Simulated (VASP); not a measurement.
# AgI in VASP: work function with PBE

Aim: the work function of AgI with PBE.

All numbers are computed with VASP 6.6.1; they aren't measurements. Logs are shortened: lines on timing, memory, paths and dates and some standing lists are left out, and cuts for length are marked.

### Step 1. The cell of the first run

The cell holds a slab with vacuum, 12 atoms: a = 4.580 Å, b = 7.510 Å, c = 24.255 Å, α = 90.00°, β = 90.00°, γ = 90.00°.

### Step 2. Work function, PBE (the (1 0 0) slab of AgI, cut from the database cell, not relaxed)

INCAR reads:

```
  PREC = Accurate
  ENCUT = 520
  EDIFF = 1E-7
  ISMEAR = 0
  SIGMA = 0.05
  LREAL = False
  LASPH = True
  NELM = 60
  ALGO = Fast
  ISIF = 2
  LWAVE = False
  LCHARG = True
  LDIPOL = True
  IDIPOL = 3
  DIPOL = 0.5 0.5 0.500
  GGA = PE
  LELF = True
  LVHAR = True
  LVACPOTAV = True
```

KPOINTS reads:

```
regular mesh
0
Gamma
  6 4 1
```

POSCAR reads:

```
AgI
1.0
    4.5800015808      0.0000000000      0.0000000000
    0.0000000000      7.5100000000      0.0000000000
    0.0000000000      0.0000000000     24.2549280097
Ag I
6 6
Direct
    0.0000000000      0.0000000000      0.3092155127
    0.5000000001      0.5000000000      0.3637253662
    0.5000000000      0.0000000000      0.4727450732
    0.0000000001      0.5000000000      0.5272549268
    0.0000000000      0.0000000000      0.6362746338
    0.5000000001      0.5000000000      0.6907844873
    0.0000000000      0.6250000000      0.3092155127
    0.5000000001      0.1250000000      0.3637253662
    0.5000000000      0.6250000000      0.4727450732
    0.0000000001      0.1250000000      0.5272549268
    0.0000000000      0.6250000000      0.6362746338
    0.5000000001      0.1250000000      0.6907844873
```

Potentials or basis: VASP PAW PBE potentials, release 64 (Ag, I).

Launch:

```console
> cat potpaw_PBE.64/Ag/POTCAR potpaw_PBE.64/I/POTCAR > POTCAR
> mpirun -np 1 vasp_std > vasp.out
```

OUTCAR:

```text
PREC = Accurate
   ENCUT = 520
   EDIFF = 1E-7
   ISMEAR = 0
   LREAL = False
   LASPH = True
   NELM = 60
   ISIF = 2
   GGA = PE

 ion  position               nearest neighbor table
   1  0.000  0.000  0.309-   8 2.81   8 2.81   7 2.82
   2  0.500  0.500  0.364-   9 2.81   7 2.81   7 2.81   8 2.82
   3  0.500  0.000  0.473-   8 2.81  10 2.81  10 2.81   9 2.82
   4  0.000  0.500  0.527-  11 2.81   9 2.81   9 2.81  10 2.82
   5  0.000  0.000  0.636-  10 2.81  12 2.81  12 2.81  11 2.82
   6  0.500  0.500  0.691-  11 2.81  11 2.81  12 2.82
   7  0.000  0.625  0.309-   2 2.81   2 2.81   1 2.82
   8  0.500  0.125  0.364-   3 2.81   1 2.81   1 2.81   2 2.82
   9  0.500  0.625  0.473-   2 2.81   4 2.81   4 2.81   3 2.82
  10  0.000  0.125  0.527-   5 2.81   3 2.81   3 2.81   4 2.82
  11  0.000  0.625  0.636-   4 2.81   6 2.81   6 2.81   5 2.82
  12  0.500  0.125  0.691-   5 2.81   5 2.81   6 2.82

  LATTYP: Found a simple orthorhombic cell.
 ALAT       =     4.5800015808
 B/A-ratio  =     1.6397374253
 C/A-ratio  =     5.2958339821

  Lattice vectors:

 A1 = (   4.5800015808,   0.0000000000,   0.0000000000)
 A2 = (   0.0000000000,   7.5100000000,   0.0000000000)
 A3 = (   0.0000000000,   0.0000000000,  24.2549280097)

Analysis of symmetry for initial positions (statically):
=====================================================================
 Subroutine PRICEL returns:
 Original cell was already a primitive cell.

 Routine SETGRP: Setting up the symmetry group for a
 simple orthorhombic supercell.

 Subroutine GETGRP returns: Found  4 space group operations
 (whereof  2 operations were pure point group operations)
 out of a pool of  8 trial point group operations.

The static configuration has the point symmetry C_1h.
 The point group associated with its full space group is C_2v.

Analysis of symmetry for dynamics (positions and initial velocities):
=====================================================================
 Subroutine PRICEL returns:
 Original cell was already a primitive cell.

 Routine SETGRP: Setting up the symmetry group for a
 simple orthorhombic supercell.

 Subroutine GETGRP returns: Found  4 space group operations
 (whereof  2 operations were pure point group operations)
 out of a pool of  8 trial point group operations.

The dynamic configuration has the point symmetry C_1h.
 The point group associated with its full space group is C_2v.

[... 122 lines left out ...]
   IALGO  =     68    algorithm
   IMIX   =      4    mixing-type and parameters
     AMIX     =   0.40;   BMIX     =  1.00
     AMIX_MAG =   1.60;   BMIX_MAG =  1.00
  volume/ion in A,a.u.               =      69.52       469.16
  Fermi-wavevector in a.u.,A,eV,Ry     =   0.828160  1.564995  9.331541  0.685849
  Thomas-Fermi vector in A             =   1.940488
   LORBIT       =      0    0 simple, 1 ext, 2 COOP (PROOUT), +10 PAW based schemes
   GGA     = PE    functional components
   LHFCALC =     F    Hartree Fock is set to
   AEXX    =    0.0000 exact exchange contribution
   IVDW    =     0    specifies the selected vdW correction
   LEPSILON=     F    determine dielectric tensor
   LRPA    =     F    only Hartree local field effects (RPA)
 non-spin polarized calculation
 RMM-DIIS sequential band-by-band and
 Gauss-broadening in eV      SIGMA  =   0.05
  energy-cutoff  :      520.00
  volume of cell :      834.27
 maximum number of plane-waves:     22548
 NGX is ok and might be reduce to    36
   NGX = 17   NGY = 27   NGZ = 91

 dipolmoment           0.000000      0.000000     -0.000000 electrons x Angstroem

 number of electron     107.9999976 magnetization

 dipolmoment           0.000000      0.000000      0.000000 electrons x Angstroem

 Free energy of the ion-electron system (eV)
  ---------------------------------------------------
  ext. energy  EPLUGINS =         0.00000000
  ---------------------------------------------------
  free energy    TOTEN  =       -27.85425635 eV

  energy without entropy =      -27.85425635  energy(sigma->0) =      -27.85425635

 E-fermi :  -0.8163     XC(G=0):  -4.6002

 val. band max:       -1.0522155343   @ k =   0.0000   0.0000   0.0000
 cond. band min:       0.3420635187   @ k =   0.0000   0.0000   0.0000
 fundamental gap:      1.3942790530
 Fermi energy:        -0.8163169175

 k-point     1 :       0.0000    0.0000    0.0000
  band No.  band energies     occupation
      1     -13.8783      2.00000
      2     -13.8093      2.00000
      3     -13.6556      2.00000
      4     -13.5315      2.00000
      5     -13.0521      2.00000
      6     -13.0483      2.00000
[... 793 lines left out ...]
     63       3.9979      0.00000
     64       4.1229      0.00000

------------------------ aborting loop because EDIFF is reached ----------------------------------------

  FORCE on cell =-STRESS in cart. coord.  units (eV):
  Direction    XX          YY          ZZ          XY          YZ          ZX
  --------------------------------------------------------------------------------------
  -------------------------------------------------------------------------------------
  Total        3.7763602      2.6850930      3.1629900      0.0000000      0.0000000      0.0000000
  in kB        7.2523447      5.1566108      6.0743924      0.0000000      0.0000000      0.0000000
  external PRESSURE =       6.1611160 kB  Pullay stress =       0.0000000 kB

 VOLUME and BASIS-vectors are now :
 -----------------------------------------------------------------------------
  energy-cutoff  :      520.00
  volume of cell :      834.27
      direct lattice vectors                 reciprocal lattice vectors
     4.580001581  0.000000000  0.000000000     0.218340536  0.000000000  0.000000000
     0.000000000  7.510000000  0.000000000     0.000000000  0.133155792  0.000000000
     0.000000000  0.000000000 24.254928010     0.000000000  0.000000000  0.041228735

 POSITION                                       TOTAL-FORCE (eV/Angst)
 -----------------------------------------------------------------------------------
      0.00000      0.00000      7.50000         0.000000     -0.317459      0.342580
      2.29000      3.75500      8.82213         0.000000      0.107955     -0.106352
      2.29000      0.00000     11.46640         0.000000     -0.044019      0.067301
      0.00000      3.75500     12.78853         0.000000     -0.044019     -0.067301
      0.00000      0.00000     15.43280         0.000000      0.107955      0.106352
      2.29000      3.75500     16.75493         0.000000     -0.317459     -0.342580
      0.00000      4.69375      7.50000         0.000000      0.138118     -0.348050
      2.29000      0.93875      8.82213         0.000000      0.096842     -0.407412
      2.29000      4.69375     11.46640         0.000000      0.018564      0.105298
      0.00000      0.93875     12.78853         0.000000      0.018564     -0.105298
      0.00000      4.69375     15.43280         0.000000      0.096842      0.407412
      2.29000      0.93875     16.75493         0.000000      0.138118      0.348050
 -----------------------------------------------------------------------------------
    total drift:                               -0.000001      0.001140      0.000001

  FREE ENERGIE OF THE ION-ELECTRON SYSTEM (eV)
  ---------------------------------------------------
  free  energy   TOTEN  =       -27.8542563514 eV

  energy  without entropy=      -27.8542563514  energy(sigma->0) =      -27.85425635

 vacuum level on the upper side and lower side of the slab         4.057         4.057
```

OSZICAR:

```text
N       E                     dE             d eps       ncg     rms          rms(c)
DAV:   1     0.727858173335E+03    0.72786E+03   -0.40544E+04  1536   0.132E+03
DAV:   2     0.431467538756E+02   -0.68471E+03   -0.65890E+03  1936   0.246E+02
DAV:   3    -0.260880620234E+02   -0.69235E+02   -0.68603E+02  1776   0.744E+01
DAV:   4    -0.285394668744E+02   -0.24514E+01   -0.24462E+01  1872   0.149E+01
[... 16 lines left out ...]
RMM:  21    -0.278542534125E+02   -0.57765E-05   -0.32943E-07  1272   0.101E-03    0.544E-04
RMM:  22    -0.278542551214E+02   -0.17089E-05   -0.98195E-08  1022   0.584E-04    0.185E-04
RMM:  23    -0.278542560308E+02   -0.90943E-06   -0.48442E-08   841   0.425E-04    0.786E-05
RMM:  24    -0.278542562993E+02   -0.26846E-06   -0.16020E-08   651   0.320E-04    0.424E-05
RMM:  25    -0.278542563514E+02   -0.52180E-07   -0.36881E-09   447   0.261E-04
   1 F= -.27854256E+02 E0= -.27854256E+02  d E =-.252993E-12
```

stdout:

```text
POSCAR found type information on POSCAR AgI
 POSCAR found :  2 types and      12 ions
 scaLAPACK will be used
 LDA part: xc-table for (Slater+PW92), standard interpolation
 POSCAR, INCAR and KPOINTS ok, starting setup
 FFT: planning ... GRIDC
 FFT: planning ... GRID_SOFT
 FFT: planning ... GRID
 WAVECAR not read
 entering main loop
 -----------------------------------------------------------------------------
|                                                                             |
|           W    W    AA    RRRRR   N    N  II  N    N   GGGG   !!!           |
|           W    W   A  A   R    R  NN   N  II  NN   N  G    G  !!!           |
|           W    W  A    A  R    R  N N  N  II  N N  N  G       !!!           |
|           W WW W  AAAAAA  RRRRR   N  N N  II  N  N N  G  GGG   !            |
|           WW  WW  A    A  R   R   N   NN  II  N   NN  G    G                |
|           W    W  A    A  R    R  N    N  II  N    N   GGGG   !!!           |
|                                                                             |
|     Did not find any points to average over, which means that no vacuum     |
|     field-free region was found. Please increase the size of  your cell     |
|     in the dimension of the dipole correction to obtain accurate            |
|     workfunction values.                                                    |
|                                                                             |
 -----------------------------------------------------------------------------
```

It took 22 min on 1 thread of Intel Xeon 6975P-C (Granite Rapids), shared host; peak memory 0.98 GiB.

Results:

```yaml
Free_energy: -27.8543 eV
Largest_force: 0.467 eV/Å
Band_gap_on_the_k_mesh: 1.39 eV, direct
Ionisation_potential_of_the_upper_face: 5.11 eV
```

Forces in eV/Å, atoms in the order of the input:
```
Ag   0.000 -0.317  0.343
Ag   0.000  0.108 -0.106
Ag   0.000 -0.044  0.067
Ag   0.000 -0.044 -0.067
Ag   0.000  0.108  0.106
Ag   0.000 -0.317 -0.343
I    0.000  0.138 -0.348
I    0.000  0.097 -0.407
I    0.000  0.019  0.105
I    0.000  0.019 -0.105
I    0.000  0.097  0.407
I    0.000  0.138  0.348
```

Levels at points of the mesh, in eV from the valence-band top:
```csv
k point,band 50,band 51,band 52,band 53,band 54,band 55,band 56,band 57,band 58,band 59
"(0.00, 0.00, 0.00)",-0.55,-0.40,-0.21,-0.16,0.00,1.39,1.94,2.89,3.06,3.55
"(0.50, 0.00, 0.00)",-1.06,-1.01,-1.01,-0.86,-0.86,2.66,2.66,3.68,3.68,4.05
"(0.00, 0.50, 0.00)",-0.75,-0.57,-0.57,-0.36,-0.36,2.36,2.36,3.30,3.30,3.43
"(0.50, 0.50, 0.00)",-1.20,-1.16,-1.16,-1.00,-1.00,2.75,2.75,3.52,3.52,3.68
```

Caveat: spin-orbit coupling is left out, which moves the levels of the heavy elements.
